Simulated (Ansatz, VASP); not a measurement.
# TaN (TaN strained to the junction's net): VASP beside Ansatz

One calculation is typed for both programs; each brings its own data sets. How far apart do they land? The cell is generated by rule, not measured, and may not be a known phase. The structure shown is the end of the Ansatz relaxation below.

Main program and level: Ansatz 0.2.0; plane waves, with VASP 6.6.1 beside it; single point at PBE.

## Step 1: Starting point

The structure is trigonal, space group R-3m (No. 166). Conventional cell: a = 3.060 Å, b = 3.060 Å, c = 7.880 Å, α = 90.00°, β = 90.00°, γ = 120.00°. Nearest to Ta lie 6 N at 2.20 Å. Nearest to N lie 6 Ta at 2.20 Å. Farther neighbours and most contacts between anions are not listed.

## Step 2: Ansatz: relaxation, PBE

Ansatz runs on its default PAW (the set named soft_2) files.

This run makes the geometry at which the two programs are then compared.

Input file input.yaml:

```yaml
crystal:
  lattice:
    - [3.06, 0.0, 0.0]
    - [-1.53, 2.6500377356, 0.0]
    - [0.0, 0.0, 7.767822739]
  atoms:
    - { symbol: Ta, position: [0.0, 0.0, 0.0] }
    - { symbol: "N", position: [0.3333333333, 0.6666666667, 0.1666666667] }
    - { symbol: Ta, position: [0.6666666667, 0.3333333333, 0.3333333333] }
    - { symbol: "N", position: [0.0, 0.0, 0.5] }
    - { symbol: Ta, position: [0.3333333333, 0.6666666667, 0.6666666667] }
    - { symbol: "N", position: [0.6666666667, 0.3333333333, 0.8333333333] }
kpoints:
  mp_grid: { grid: [12, 12, 4] }
scf:
  occupations: { method: fermi_dirac, width: 0.1 }
  max_iter: 150
hamiltonian:
  xc: pbe
relax:
  f_tol: 0.01
  max_steps: 40
  cell: { fix: [a, b, angles] }
```

Launch:

```
$ ansatz run input.yaml --threads 4 --pin off --max-ram 12288MiB --backend cpu --events-out ev --progress --plain --runs-dir out
```

Numbers of over 12 decimals in the logs are rounded to 6 here.

The log of the run:

```text
Engine: ansatz 0.2.0, aarch64-unknown-linux-gnu
Pseudopotentials: kind: paw
Pseudopotential: Ta, paw, valence charge 13, recommended cutoff 420 eV (normal), Ta.paw.azcp
Pseudopotential: N, paw, valence charge 5, recommended cutoff 420 eV (normal), N.paw.azcp
Functional definition: PBE
  parameter kappa = 0.804
  parameter beta = 0.066725
  exchange = pbe_x(kappa = kappa, mu = beta*pi^2/3)
  correlation = pbe_c(beta = beta)
Crystal: 6 atoms, lattice volume = 62.990 Å³
Basis set: ecut = 420 eV, 1225 PW (Γ), exchange–correlation on 48×48×108 points (8 copies of the dense FFT grid, shifted against one another)
Bands: 33, of which v1, the nominal top of the filled ones, is band 27 counted from 1 (26 counted from 0)
Symmetry: 36 space group operations
Space group: R-3m (ITA 166), of the structure as read, at distance tolerance 4.0e-5 Å
k-points: 69 of 576
Non-local potential: Ta, projectors of the file, l = 0: 3, l = 1: 2, l = 2: 2, l = 3: 1
Non-local potential: N, projectors of the file, l = 0: 2, l = 1: 2, l = 2: 1
PAW form: soft (Blöchl's): semilocal exchange-correlation on the pseudo side does not see the compensation charge
PAW one-centre angular grid: Ta, 590 points (default); XC on 64 Gauss nodes
PAW one-centre angular grid: N, 110 points (default); XC on 64 Gauss nodes
Initial density: superposition of atomic densities (neutral atoms: chi_scale 0, normalization atom), corrected by the library's trained network
Initial wavefunctions: pseudopotential atomic-orbital guess
Functional: x = pbe(κ = 0.804, μ = 0.219515), c = pbe(β = 0.066725)
SCF iter   1: F=—  HF=-30953.721650 eV  |F-HF|=—  |Δ(HF+E_count)|=         —  Δρ=2.06e-3  dr2=1.46e-3  ethr=1.77e-3  ⟨swp⟩=5.4  Hψ=20147  notcnv=0  defer=16
automatic band count: the SCF goes on with 39 bands, as 33 were too few: the levels above may hold too much charge
preconditioner: auto → Kerker (q_TF=auto, 2.659 Å⁻¹)  [metal: Δε(μ)=0.003 eV  Ē_g=11.134 eV  σ=0.100 eV  W_gap=0.01  n_scr=24 (ndim 8)  ℏωp=25.6 eV  f_vac=0.000  D(μ)=2.62/eV (n_scr^D=24)]
SCF iter   2: F=—  HF=-30953.721388 eV  |F-HF|=—  |Δ(HF+E_count)|=   2.63e-4  Δρ=1.10e-3  dr2=3.17e-4  ethr=2.71e-6  ⟨swp⟩=2.1  Hψ=5016  notcnv=0  defer=17
SCF iter   3: F=—  HF=-30953.721728 eV  |F-HF|=—  |Δ(HF+E_count)|=   3.41e-4  Δρ=1.87e-4  dr2=1.50e-5  ethr=5.87e-7  ⟨swp⟩=2.2  Hψ=3655  notcnv=0  defer=17
SCF iter   4: F=—  HF=-30953.721757 eV  |F-HF|=—  |Δ(HF+E_count)|=   2.85e-5  Δρ=5.82e-5  dr2=1.29e-6  ethr=2.78e-8  ⟨swp⟩=2.5  Hψ=3492  notcnv=0  defer=17
iter 5 did not close the SCF: its close was put off for the readings that it lacked (scf_convergence_deferred on its scf_iter line)
SCF iter   5: F=-30953.721757 eV  HF=-30953.721757 eV  |F-HF|=2.82e-9  |Δ(HF+E_count)|=   3.40e-8  Δρ=6.47e-6  dr2=1.63e-8  ethr=2.38e-9  ⟨swp⟩=2.6  Hψ=4186  notcnv=0  defer=17
SCF iter   6: F=-30953.721757 eV  HF=-30953.721757 eV  |F-HF|=2.00e-10  |Δ(HF+E_count)|=   5.57e-9  Δρ=1.31e-6  dr2=4.12e-10  ethr=3.01e-11  ⟨swp⟩=2.0  Hψ=8004  notcnv=0
SCF 1 converged in 6 iterations: F = -30953.721757 eV  dr2 = 4.12e-10
  greatest PAW one-centre occupation: 0.999 electrons in one spin orbital (limit 2), on the Ta atom at site 4 (counted from 0), in its partial waves of l = 0
relax step   1: F+E_penalty+E_count = -30953.72175675 eV  Δ(F+E_penalty+E_count) = +0.000e0 eV  max|allowed force component| = 2.554e-27 eV/Å  Δτ_max = 0.0000 Å  P = +9.204 GPa  Ω = 62.990 Å³  fix = [a, b, alpha, beta, gamma]  reactions: a +10.937, b +10.937 GPa  (6 SCF iters, dr2 threshold 1.00e-7 eV, accepted)
[...]
relax step   4: F+E_penalty+E_count = -30953.73771448 eV  Δ(F+E_penalty+E_count) = -3.180e-3 eV  max|allowed force component| = 5.457e-28 eV/Å  Δτ_max = 0.0000 Å  P = +4.275 GPa  Ω = 63.879 Å³  fix = [a, b, alpha, beta, gamma]  reactions: a +6.356, b +6.356 GPa  stress off target by 1.12e-1 GPa on what of the cell is left free  SCF on the basis re-selected at this cell (its energy is not comparable with the rows above)  (8 SCF iters)
[...]
relax step   5: F+E_penalty+E_count = -30953.73766404 eV  Δ(F+E_penalty+E_count) = +5.044e-5 eV  max|allowed force component| = 2.829e-27 eV/Å  Δτ_max = 0.0000 Å  P = +4.178 GPa  Ω = 63.897 Å³  energy of the carried Pulay correction = -5.676e-5 eV  fix = [a, b, alpha, beta, gamma]  reactions: a +6.267, b +6.267 GPa  (6 SCF iters, dr2 threshold 3.12e-8 eV, accepted)
[...]
relax step   6: F+E_penalty+E_count = -30953.73769933 eV  Δ(F+E_penalty+E_count) = -3.530e-5 eV  max|allowed force component| = 3.905e-28 eV/Å  Δτ_max = 0.0000 Å  P = +4.179 GPa  Ω = 63.897 Å³  fix = [a, b, alpha, beta, gamma]  reactions: a +6.267, b +6.267 GPa  stress off target by 2.29e-3 GPa on what of the cell is left free  SCF on the basis re-selected at this cell (its energy is not comparable with the rows above)  (7 SCF iters)
basis re-selected at this cell: Δ(F+E_penalty+E_count) = -3.530e-5 eV, ΔP = +0.000 GPa vs the last step (what re-selecting the basis moved, of the pressure what is left beyond the Pulay correction that the steps carried, after the strain that the cell walked since its last selection, with what the two solves' SCF thresholds leave and, on support functions, any second-order correction that the steps lacked; it is no m [...]
SCF converged after 7 iterations
Free energy (F): -30953.737699 eV
Harris-Foulkes:  -30953.737699 eV  (|F-HF|=7.28e-12)
Internal energy: -30953.649444 eV  (E = F + TS)
E sigma→0 (E₀):  -30953.693572 eV
Entropy (-TS):   -0.088255 eV (-14.709 meV/atom)
Fermi energy:    21.628149 eV
--- Per-component energies (eV) ---
  E_band       = -134.247130
  E_kinetic    = 1503.852544
  E_local      = -1752.572973  (includes V_loc(G=0)·N_el)
  E_nonlocal   = 180.020700
  E_hartree    = 590.493003
  E_xc         = -840.647520
  E_vxc        = -848.301552  (∫ρ·V_xc dr)
  E_paw        = -25573.072964  (= ΣΔE_a)
  E_vpaw       = -398.232523  (= ΣTr[D̂ρ^β])
  E_aug_tail   = 0.000666  (compensation charges beyond the density's cutoff)
  E_ewald      = -5061.722900
  E_smearing   = -0.088255  (= −TS)
  E_closure    = 0.000000  (closes the sum)
  Σ components = -30953.737699   (vs F -30953.737699, Δ=0.00e0)
--- Forces (eV/Å), atoms counted from 1 ---
  atom   1  Ta     0.00000000    -0.00000000    -0.00000000
  atom   2  N     -0.00000000     0.00000000     0.00000000
  atom   3  Ta    -0.00000000    -0.00000000     0.00000000
  atom   4  N     -0.00000000     0.00000000     0.00000000
  atom   5  Ta     0.00000000     0.00000000     0.00000000
  atom   6  N     -0.00000000     0.00000000     0.00000000
  max |Σ_I F_I| component: 2.95e-28 eV/Å
--- Stress (GPa, compression-positive) ---
        6.266878      -0.000000       0.000000
       -0.000000       6.266878       0.000000
        0.000000       0.000000       0.002292
  P = ⅓ Tr σ = 4.1787 GPa (41.787 kbar)
--- Relaxed structure (4 steps of the walk, 4 accepted, 2 SCFs on fresh bases) ---
  F+E_penalty+E_count = -30953.73769933 eV   max|allowed force component| = 3.905e-28 eV/Å   (the final SCF, on the basis selected at the relaxed cell)
  cell:  # Å, volume = 63.8966 Å³
    - [3.060000, 0, 0]
    - [-1.530000, 2.650038, 0]
    - [0, 0, 7.879600]
  atoms:
    - { symbol: Ta, position: [0, 0, 0] }
    - { symbol: N, position: [0.333333, 0.666667, 0.166667] }
    - { symbol: Ta, position: [0.666667, 0.333333, 0.333333] }
    - { symbol: N, position: [0, 0, 0.5] }
    - { symbol: Ta, position: [0.333333, 0.666667, 0.666667] }
    - { symbol: N, position: [0.666667, 0.333333, 0.833333] }
```

The column dr2 measures how far the density is from self-consistency, as an energy; F and HF (Harris–Foulkes) agree once it is small.

## Step 3: VASP: single point, PBE

The same cell, functional, mesh and smearing now go to VASP, with its own data sets.

Lines of VASP's logs that name or quote its potential files are left out, and so is its time.

Input file INCAR:

```
SYSTEM = TaN
PREC = Accurate
ENCUT = 600
EDIFF = 1E-06
NELM = 120
ISMEAR = -1
SIGMA = 0.1
LREAL = .FALSE.
ALGO = Normal
GGA = PE
NBANDS = 30
LASPH = .TRUE.
LORBIT = 11
LWAVE = .FALSE.
LCHARG = .FALSE.
ISIF = 2
GGA_COMPAT = .FALSE.
KPAR = 2
```

Input file POSCAR:

```
TaN
1.0
    3.0600000000      0.0000000000      0.0000000000
   -1.5300000000      2.6500377356      0.0000000000
    0.0000000000      0.0000000000      7.8795997141
Ta N
3 3
Direct
    0.0000000000      0.0000000000      0.0000000000
    0.6666666667      0.3333333333      0.3333333333
    0.3333333333      0.6666666667      0.6666666667
    0.3333333333      0.6666666667      0.1666666667
    0.0000000000      0.0000000000      0.5000000000
    0.6666666667      0.3333333333      0.8333333333
```

Input file KPOINTS:

```
Automatic mesh
0
Gamma
12 12 4
0 0 0
```

The projector-augmented-wave data sets are Ta_pv and N (PBE family, release 64).

Launch:

```
$ mpirun -np 2 vasp_std
```

The log of the run:

```text
[banner, memory and clock lines left out]
running    2 mpi-ranks, on    1 nodes
 distrk:  each k-point on    1 cores,    2 groups
 distr:  one band on    1 cores,    1 groups

 POSCAR found type information on POSCAR TaN
 POSCAR found :  2 types and       6 ions
 LDA part: xc-table for (Slater+PW92), standard interpolation
 POSCAR, INCAR and KPOINTS ok, starting setup
 FFT: planning ... GRIDC
 FFT: planning ... GRID_SOFT
 FFT: planning ... GRID
 WAVECAR not read
 entering main loop
       N       E                     dE             d eps       ncg     rms          rms(c)
DAV:   1     0.485984206842E+03    0.48598E+03   -0.28820E+04  4140   0.189E+03
DAV:   2    -0.416650679064E+02   -0.52765E+03   -0.51085E+03  4754   0.525E+02
DAV:   3    -0.736822608816E+02   -0.32017E+02   -0.31201E+02  5192   0.121E+02
DAV:   4    -0.745379156417E+02   -0.85565E+00   -0.82593E+00  5386   0.170E+01
DAV:   5    -0.745594983984E+02   -0.21583E-01   -0.21242E-01  5252   0.193E+00    0.415E+01
DAV:   6    -0.657046195616E+02    0.88549E+01   -0.52211E+01  5206   0.407E+01    0.185E+01
DAV:   7    -0.655251897378E+02    0.17943E+00   -0.25752E+00  4932   0.891E+00    0.932E+00
DAV:   8    -0.654792584523E+02    0.45931E-01   -0.25612E-01  4956   0.341E+00    0.802E-01
DAV:   9    -0.654677482067E+02    0.11510E-01   -0.64931E-02  5184   0.120E+00    0.220E-01
DAV:  10    -0.654679339612E+02   -0.18575E-03   -0.61723E-03  5284   0.563E-01    0.128E-01
DAV:  11    -0.654675654158E+02    0.36855E-03   -0.12848E-03  5196   0.199E-01    0.280E-02
DAV:  12    -0.654675627138E+02    0.27020E-05   -0.13038E-04  5580   0.640E-02    0.495E-03
DAV:  13    -0.654675623146E+02    0.39920E-06   -0.19224E-06  3766   0.879E-03
   1 F= -.65467562E+02 E0= -.65423296E+02  d E =-.885336E-01
```

Parts of OUTCAR (step 3):

```text
ion  position               nearest neighbor table
   1  0.000  0.000  0.000-   4 2.20   6 2.20   6 2.20   4 2.20   6 2.20   4 2.20   2 3.17   3 3.17
                             3 3.17   2 3.17   2 3.17   3 3.17
   2  0.667  0.333  0.333-   4 2.20   4 2.20   4 2.20   5 2.20   5 2.20   5 2.20   1 3.17   1 3.17
                             1 3.17   3 3.17   3 3.17   3 3.17
   3  0.333  0.667  0.667-   6 2.20   6 2.20   6 2.20   5 2.20   5 2.20   5 2.20   1 3.17   1 3.17
                             1 3.17   2 3.17   2 3.17   2 3.17
   4  0.333  0.667  0.167-   2 2.20   2 2.20   2 2.20   1 2.20   1 2.20   1 2.20
   5  0.000  0.000  0.500-   2 2.20   3 2.20   2 2.20   3 2.20   2 2.20   3 2.20
   6  0.667  0.333  0.833-   3 2.20   3 2.20   3 2.20   1 2.20   1 2.20   1 2.20

  LATTYP: Found a hexagonal cell.
 ALAT       =     3.0600000000
 C/A-ratio  =     2.5750325863

 Subroutine GETGRP returns: Found 12 space group operations
 (whereof 12 operations were pure point group operations)

The static configuration has the point symmetry D_3d.

 Found     69 irreducible k-points:

   k-points           NKPTS =     69   k-points in BZ     NKDIM =     69   number of bands    NBANDS=     30

   dimension x,y,z NGX =    24 NGY =   24 NGZ =   64
   dimension x,y,z NGXF=    48 NGYF=   48 NGZF=  128

   ENCUT  =  600.0 eV  44.10 Ry    6.64 a.u.   6.11  6.11 15.74*2*pi/ulx,y,z

   NELECT =      48.0000    total number of electrons

 k-points in reciprocal lattice and weights: Automatic mesh
   0.00000000  0.00000000  0.00000000       0.002
   0.08333333  0.00000000  0.00000000       0.010
   0.16666667  0.00000000  0.00000000       0.010
   0.25000000  0.00000000  0.00000000       0.010
   0.33333333  0.00000000  0.00000000       0.010
   0.41666667 -0.00000000  0.00000000       0.010
   0.50000000  0.00000000  0.00000000       0.005
   0.08333333  0.08333333  0.00000000       0.010
   0.16666667  0.08333333  0.00000000       0.021
[...]
0.33333333  0.25000000  0.50000000       0.021
   0.33333333  0.33333333  0.50000000       0.003

 average (electrostatic) potential at core
       1 -34.8578       2 -34.8578       3 -34.8578       4 -61.2501       5 -61.2501
       6 -61.2501

 E-fermi :   9.4854

 k-point     1 :       0.0000    0.0000    0.0000
  band No.  band energies     occupation
    ...
     20       5.8240      2.00000
     21       5.8240      2.00000
     22       6.8703      2.00000
     23       7.6620      2.00000
     24       7.6620      2.00000
     25       9.6026      0.47296
     26       9.6026      0.47296
     27       9.6328      0.37267
     28       9.6328      0.37265
     29      10.1026      0.00417
    ...

 k-point     2 :       0.0833    0.0000    0.0000
  band No.  band energies     occupation
    ...
     22       7.0609      2.00000
     23       7.8281      2.00000
     24       7.9988      2.00000
     25       8.7461      1.99877
     26       9.4420      1.21369
     27       9.7244      0.16788
     28      10.0177      0.00971
     29      10.3751      0.00027
     30      10.5320      0.00006

 k-point     3 :       0.1667    0.0000    0.0000
  band No.  band energies     occupation
    ...
     21       4.7008      2.00000
     22       7.2847      2.00000
     23       7.6018      2.00000
     24       8.3034      1.99999
     25       8.7414      1.99883
     26       9.6946      0.21977
     27       9.7764      0.10334
     28      10.9658      0.00000
     29      11.1259      0.00000
     30      11.3036      0.00000

  Total        2.7865401      2.7865401      0.2949086      0.0000000      0.0000000      0.0000000
  in kB       69.8712049     69.8712049      7.3946972      0.0000000      0.0000000      0.0000000
  external PRESSURE =      49.0457023 kB  Pullay stress =       0.0000000 kB

  energy-cutoff  :      600.00
  volume of cell :       63.90
      direct lattice vectors                 reciprocal lattice vectors
     3.060000000  0.000000000  0.000000000     0.326797386  0.188676559  0.000000000
    -1.530000000  2.650037736  0.000000000     0.000000000  0.377353117  0.000000000
     0.000000000  0.000000000  7.879599714     0.000000000  0.000000000  0.126910000

 POSITION                                       TOTAL-FORCE (eV/Angst)
 -----------------------------------------------------------------------------------
      0.00000      0.00000      0.00000         0.000000      0.000000     -0.000000
      1.53000      0.88335      2.62653        -0.000000      0.000000     -0.000000
     -0.00000      1.76669      5.25307        -0.000000      0.000000     -0.000000
     -0.00000      1.76669      1.31327        -0.000000     -0.000000      0.000000
      0.00000      0.00000      3.93980         0.000000      0.000000     -0.000000
      1.53000      0.88335      6.56633         0.000000      0.000000     -0.000000
 -----------------------------------------------------------------------------------
    total drift:                                0.000000      0.000000     -0.000000

  FREE ENERGIE OF THE ION-ELECTRON SYSTEM (eV)
  ---------------------------------------------------
  free  energy   TOTEN  =       -65.4675623146 eV

  energy  without entropy=      -65.3790287017  energy(sigma->0) =      -65.42329551

 total charge
# of ion       s       p       d       tot
------------------------------------------
    1        0.274   6.220   2.446   8.941
    2        0.274   6.220   2.446   8.941
    3        0.274   6.220   2.446   8.941
    4        1.227   2.531   0.000   3.758
    5        1.227   2.531   0.000   3.758
    6        1.227   2.531   0.000   3.758
--------------------------------------------------
tot          4.504  26.254   7.338  38.096

[... 3 further parts left out ...]
```

The run ends at a pressure of 4.90 GPa.

## Step 4: Comparison

Known differences besides the potentials themselves: the data sets hold 54 valence electrons in Ansatz (on its default PAW (the set named soft_2) files) and 48 in VASP; the cutoff is 420 eV in Ansatz and 600 eV in VASP; Ansatz's pressure holds a Pulay correction, VASP's none. Total energies have different zeros and are not compared.

Compared:

```tsv
quantity	Ansatz	VASP	difference
pressure (GPa)	4.18	4.90	-0.73
```

## Step 5: Results

```json
{"difference in pressure (single point, PBE)": "-0.73 GPa"}
```

The difference in pressure is -0.73 GPa (single point, PBE), within the 1 GPa picked in this series as the mark of a large difference. The data sets hold unlike numbers of valence electrons (54 in Ansatz and 48 in VASP), so part of the differences comes from the potentials. Such differences can come from data sets, numerical settings and the points named under the comparisons, not from the functional's error against experiment.

[Lines on the potential files, build, host, timing and source positions are cut from VASP's logs without a mark.]

[Logs are printed without paths, hosts, clocks, repeated set-up lines and the standing remarks that a program may print on its own settings, such as how far it seeks lower states.]

[Hosts, paths, dates, database ids (printed as entryN), source tags and the programs' standing remarks are cut or masked in the printed files.]
